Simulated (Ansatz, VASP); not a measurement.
Ag in VASP and in Ansatz

```
CELL_PARAMETERS angstrom
8.80348 0.00000 0.00000
0.00000 8.80348 0.00000
0.00000 0.00000 16.15000
ATOMIC_POSITIONS crystal
Ag 0.00000 0.00000 0.37152
Ag 0.33333 0.00000 0.37152
Ag 0.66667 0.00000 0.37152
Ag 0.00000 0.33333 0.37152
Ag 0.33333 0.33333 0.37152
Ag 0.66667 0.33333 0.37152
Ag 0.00000 0.66667 0.37152
Ag 0.33333 0.66667 0.37152
Ag 0.66667 0.66667 0.37152
Ag 0.16777 0.16778 0.49705
Ag 0.50002 0.16833 0.49709
Ag 0.83220 0.16778 0.49708
Ag 0.16832 0.50001 0.49709
Ag 0.50001 0.50000 0.49688
Ag 0.83164 0.50001 0.49712
Ag 0.16777 0.83221 0.49707
Ag 0.50002 0.83165 0.49711
Ag 0.83219 0.83220 0.49709
Ag 0.00000 0.00000 0.62096
Ag 0.33418 0.99999 0.62249
Ag 0.66581 0.99998 0.62249
Ag 0.99997 0.33418 0.62249
Ag 0.49948 0.49974 0.73859
Ag 0.66937 0.33069 0.62522
Ag 0.99997 0.66581 0.62249
Ag 0.33064 0.66942 0.62518
Ag 0.66929 0.66928 0.62526
Ag 0.33057 0.33055 0.62514
```

Alike in both runs: functional PBE; k mesh 3 × 3 × 1; occupations gaussian, width 0.1 eV; no spin polarisation.

Ansatz relaxed the structure, and its values are those at the end. VASP's run is a single point on that final structure, the one shown.

|  | VASP | Ansatz |
| --- | --- | --- |
| version | VASP 6.6.1 | Ansatz 0.2.0 |
| potentials or method | VASP PAW PBE potentials, release 64 (Ag) | scalar-relativistic, plane waves, PAW |
| plane-wave cutoff (eV) | 520 | 420 |
| valence electrons in the cell | 308 | 532 |

Ansatz gave:

```
rms of the force components (eV/Å) : 0.009
```

Q: Estimate VASP's values.

A: rms of the force components (eV/Å): 0.010.

The functional is the same, so the differences come from potentials, cutoffs and numerics. The two sets of potentials don't hold the same shells in valence.
